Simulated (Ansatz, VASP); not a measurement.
**MgSe in VASP and in Ansatz**

The input INCAR:

```
SYSTEM = MgSe
PREC = Accurate ; ENCUT = 600
EDIFF = 1E-7 ; ISMEAR = 0
SIGMA = 0.02 ; LREAL = .FALSE.
LASPH = .TRUE. ; NELM = 100
ALGO = Normal ; ISIF = 3
LWAVE = .FALSE. ; LCHARG = .FALSE.
GGA = PE ; IBRION = 2
NSW = 100 ; EDIFFG = -0.002
```

Contents of KPOINTS:

```
Automatic mesh
0
G
  8 8 8
  0 0 0
```

POSCAR

```
MgSe
1.0
    0.0000000000      2.7250000000      2.7250000000
    2.7250000000      0.0000000000      2.7250000000
    2.7250000000      2.7250000000      0.0000000000
Mg Se
1 1
Direct
    0.0000000000      0.0000000000      0.0000000000
    0.5000000000      0.5000000000      0.5000000000
```

Input for Ansatz:

```yaml
crystal:
  lattice:
    - [0.0, 2.725, 2.725]
    - [2.725, 0.0, 2.725]
    - [2.725, 2.725, 0.0]
  atoms:
    - { symbol: Mg, position: [0.0, 0.0, 0.0] }
    - { symbol: Se, position: [0.5, 0.5, 0.5] }
basis:
  ecutwfc: 420
kpoints:
  mp_grid: { grid: [8, 8, 8] }
hamiltonian:
  xc: pbe
  pseudopotentials: { kind: paw, azcp: { folder: soft_1 } }
scf:
  occupations: { method: gaussian, width: 0.02 }
output:
  forces: true
  stress: true
  eigenvalues: true
  write_density: true
  write_potential: true
  elf: true
  volumetric_format: npy
relax:
  adjacent_minimum: "off"
  f_tol: 0.002
  max_steps: 80
  cell: { stress_tol: 0.02 }
```

The cell was built by a generator and needn't be a form met in nature.

Alike in both runs: task relaxation of cell and atoms; functional PBE; k mesh 8 × 8 × 8; occupations gaussian, width 0.02 eV; no spin polarisation.

|  | VASP | Ansatz |
| --- | --- | --- |
| version | VASP 6.6.1 | Ansatz 0.2.0 |
| potentials or method | VASP PAW PBE potentials, release 64 (Mg, Se) | scalar-relativistic, plane waves, PAW |
| plane-wave cutoff (eV) | 600 | 420 |
| valence electrons in the cell | 8 | 26 |

Ansatz gave:

| Quantity | Value |
| --- | --- |
| gap on the k mesh at the Fermi level, each at its own relaxed structure (eV) | 1.77 |
| relaxed volume (Å³/atom) | 20.89 |
| relaxed cell length with the largest relative difference (Å) | 3.895 |
| energy change over the relaxation (meV/atom) | -4 |

**Question.** Which values does VASP return?

**Answer.** gap on the k mesh at the Fermi level, each at its own relaxed structure (eV): 1.75; relaxed volume (Å³/atom): 20.85; relaxed cell length with the largest relative difference (Å): 3.892; energy change over the relaxation (meV/atom): -4.

The two sets of potentials don't hold the same shells in valence.

A k mesh can miss the band edges.
